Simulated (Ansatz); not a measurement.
# An O vacancy in alpha-quartz SiO2, 71 atoms, charge 0

How high is the barrier for this jump? The start is relaxed, a band joins it to the far end, and PBEsol and HSE06 are the levels used.

Program: Ansatz 0.2.0, PAW, plane waves. These are calculated values, not measurements.

### Step 1. The system as built

71 atoms (24 Si, 47 O); a = 9.902 Å, b = 9.902 Å, c = 10.886 Å, α = 90.00°, β = 90.00°, γ = 120.00°. All atoms were shaken off their sites by about 0.02 Å along each axis. Defect site 1: (0.427, 0.294, 0.440).

The runs, in order: (2) PBEsol relaxation at the single k point (¼, ¼, ¼), on 1 × NVIDIA GB200 with 8 threads of Arm Neoverse-V2; (3) HSE06 single point at the single k point (¼, ¼, ¼), on 1 × NVIDIA GB200 with 8 threads of Arm Neoverse-V2; (4) PBEsol band at the single k point (¼, ¼, ¼), on 1 × NVIDIA GB200 with 8 threads of Arm Neoverse-V2; (5) HSE06 single point at the single k point (¼, ¼, ¼), on 1 × NVIDIA GB200 with 8 threads of Arm Neoverse-V2.

### Step 2. PBEsol relaxation in the fixed cell

in.yaml reads:

```yaml
crystal:
  lattice:
    - [9.901639, 0.000000, 0.000000]
    - [-4.950819, 8.575071, 0.000000]
    - [0.000000, 0.000000, 10.885880]
  atoms:
    - { symbol: Si, position: [0.240111, 0.001244, 0.166287] }
    - { symbol: Si, position: [0.235087, 0.997328, 0.669529] }
    - { symbol: Si, position: [0.237179, 0.502373, 0.167063] }
    - { symbol: Si, position: [0.235397, 0.500547, 0.664984] }
    - { symbol: Si, position: [0.735375, 0.000101, 0.166114] }
    - { symbol: Si, position: [0.737439, 0.003044, 0.667180] }
    - { symbol: Si, position: [0.737457, 0.501075, 0.166584] }
    - { symbol: Si, position: [0.733041, 0.499076, 0.662788] }
    - { symbol: Si, position: [0.000530, 0.239803, 0.333286] }
    - { symbol: Si, position: [0.001787, 0.235619, 0.833567] }
    - { symbol: Si, position: [0.998750, 0.732467, 0.334467] }
    - { symbol: Si, position: [0.997407, 0.732242, 0.833616] }
    - { symbol: Si, position: [0.503129, 0.240213, 0.333272] }
    - { symbol: Si, position: [0.500848, 0.233317, 0.830982] }
    - { symbol: Si, position: [0.498515, 0.735544, 0.330428] }
    - { symbol: Si, position: [0.500455, 0.735655, 0.832878] }
    - { symbol: Si, position: [0.262255, 0.262952, 0.000880] }
    - { symbol: Si, position: [0.266008, 0.264211, 0.503229] }
    - { symbol: Si, position: [0.263476, 0.766526, 0.999213] }
    - { symbol: Si, position: [0.271795, 0.765751, 0.498158] }
    - { symbol: Si, position: [0.760685, 0.261877, 0.997256] }
    - { symbol: Si, position: [0.762947, 0.267651, 0.498609] }
    - { symbol: Si, position: [0.763643, 0.767735, 0.998117] }
    - { symbol: Si, position: [0.762542, 0.764593, 0.500859] }
    - { symbol: O, position: [0.205572, 0.136637, 0.107575] }
    - { symbol: O, position: [0.205835, 0.135455, 0.605498] }
    - { symbol: O, position: [0.206784, 0.630479, 0.105334] }
    - { symbol: O, position: [0.205972, 0.631647, 0.604769] }
    - { symbol: O, position: [0.703155, 0.128676, 0.106530] }
    - { symbol: O, position: [0.708889, 0.132443, 0.605703] }
    - { symbol: O, position: [0.706664, 0.635017, 0.105872] }
    - { symbol: O, position: [0.706237, 0.632933, 0.607607] }
    - { symbol: O, position: [0.363664, 0.071313, 0.273089] }
    - { symbol: O, position: [0.372967, 0.077060, 0.776430] }
    - { symbol: O, position: [0.363615, 0.569103, 0.275303] }
    - { symbol: O, position: [0.371927, 0.574083, 0.776805] }
    - { symbol: O, position: [0.868905, 0.074891, 0.276114] }
    - { symbol: O, position: [0.869356, 0.072495, 0.771883] }
    - { symbol: O, position: [0.866321, 0.571619, 0.276751] }
    - { symbol: O, position: [0.863143, 0.572224, 0.772190] }
    - { symbol: O, position: [0.427346, 0.291818, 0.940065] }
    - { symbol: O, position: [0.428459, 0.797260, 0.443363] }
    - { symbol: O, position: [0.429175, 0.790634, 0.943374] }
    - { symbol: O, position: [0.925857, 0.292493, 0.440843] }
    - { symbol: O, position: [0.925439, 0.290917, 0.939005] }
    - { symbol: O, position: [0.924283, 0.791019, 0.442006] }
    - { symbol: O, position: [0.925803, 0.794224, 0.941208] }
    - { symbol: O, position: [0.131368, 0.204919, 0.392033] }
    - { symbol: O, position: [0.127430, 0.199884, 0.894720] }
    - { symbol: O, position: [0.132069, 0.704288, 0.393521] }
    - { symbol: O, position: [0.135422, 0.709438, 0.891485] }
    - { symbol: O, position: [0.631910, 0.203679, 0.393777] }
    - { symbol: O, position: [0.630594, 0.204164, 0.891896] }
    - { symbol: O, position: [0.632698, 0.706845, 0.391018] }
    - { symbol: O, position: [0.635001, 0.704868, 0.893711] }
    - { symbol: O, position: [0.071861, 0.366970, 0.227874] }
    - { symbol: O, position: [0.078461, 0.365560, 0.727318] }
    - { symbol: O, position: [0.072464, 0.862006, 0.224005] }
    - { symbol: O, position: [0.072289, 0.866880, 0.728808] }
    - { symbol: O, position: [0.575045, 0.368677, 0.224934] }
    - { symbol: O, position: [0.572911, 0.366680, 0.727689] }
    - { symbol: O, position: [0.571234, 0.862940, 0.223810] }
    - { symbol: O, position: [0.571745, 0.864449, 0.727014] }
    - { symbol: O, position: [0.292598, 0.425085, 0.064200] }
    - { symbol: O, position: [0.294645, 0.425837, 0.558296] }
    - { symbol: O, position: [0.291993, 0.925790, 0.059057] }
    - { symbol: O, position: [0.292386, 0.920574, 0.557282] }
    - { symbol: O, position: [0.791471, 0.424186, 0.056390] }
    - { symbol: O, position: [0.790699, 0.426426, 0.558879] }
    - { symbol: O, position: [0.796757, 0.927442, 0.058418] }
    - { symbol: O, position: [0.794674, 0.928362, 0.561838] }
  symmetry: { detect: false }
kpoints:
  mp_grid: { grid: [1, 1, 1], shift: [0.25, 0.25, 0.25] }
hamiltonian:
  xc: pbesol
scf:
  occupations: { method: fermi_dirac, width: 0.01 }
relax:
  f_tol: 0.03
  max_steps: 80
  escape_saddle: false
  adjacent_minimum: "off"
output:
  forces: true
  eigenvalues: true
  populations: true
```

Command:

```bash
$ ansatz run in.yaml --threads 8 --pin off --max-ram 118750MiB --runs-dir r --events-out ev --progress --plain --backend cuda --devices 0, --max-vram 170GiB
```

After this run come: Single point with HSE06; Elastic band between the two sites; Single point with HSE06.

**Question.** What will these runs give? Wanted: for each run, top filled to lowest empty.

As calculated:

```
                   level         time  top filled to lowest empty (eV)
      PBEsol, relaxation  4.1 s (GPU)                             5.94
                   HSE06  9.8 s (GPU)                             7.55
HSE06, at the band's top   11 s (GPU)                             1.39
```

| quantity | value |
| --- | --- |
| relaxation | 7 recorded steps, 2.45 eV gained |
| largest shift | 0.57 Å (O52) |
| barrier forwards, backwards | 4.32, 4.31 eV |
| jump | O by 2.21 Å |
| band iterations | 26 |
| top less start by HSE06 | 5.10 eV |

**In words.** Relaxation gains 2.45 eV, with shifts up to 0.57 Å (O52). The PBEsol barrier is 4.32 eV forwards and 4.31 eV back, about 167 times kT at 300 K. The cell's size and k points aren't converged for it. The program's check left the order of the top open. On the same two geometries HSE06 gives 5.10 eV. At the same k points, PBEsol gives a spacing 1.61 eV smaller than the 7.55 eV of HSE06. In a defect cell this spacing can involve defect levels, so it need not be the gap.
